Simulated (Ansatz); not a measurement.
The system is SrCl2.

```
Sr Cl
1.0
     0.00000    3.48835    3.48835
     3.48835    0.00000    3.48835
     3.48835    3.48835    0.00000
Sr Cl
1 2
Direct
  0.00000 0.00000 0.00000
  0.75000 0.75000 0.75000
  0.25000 0.25000 0.25000
```

Base run:

```yaml
Program: Ansatz 0.2.0
Functional: PBEsol
Potentials_or_basis: all-electron LAPW, non-relativistic
Cutoff: 143 eV
Density_cutoff: 573 eV
Basis_error_allowed: 0.002 eV/atom
k_mesh: 7 × 7 × 7
Occupations: fermi-dirac, width 0.05 eV
Spin: no spin polarisation
```

Its results: band gap on the k mesh 5.37 eV, indirect (least direct gap 5.55 eV); pressure -0.9 GPa.

Question: The run is repeated on the same cell with these changes: potentials or basis from all-electron LAPW, non-relativistic to all-electron PAW datasets made for the crystal. What comes out?

Answer: Band gap on the k mesh 5.18 eV, indirect (least direct gap 5.48 eV); pressure -1.1 GPa.

Caveats: relativity is left out, which matters for the heavier elements (some runs).

A k mesh can miss the band edges.

Not every run made on this cell is shown here.
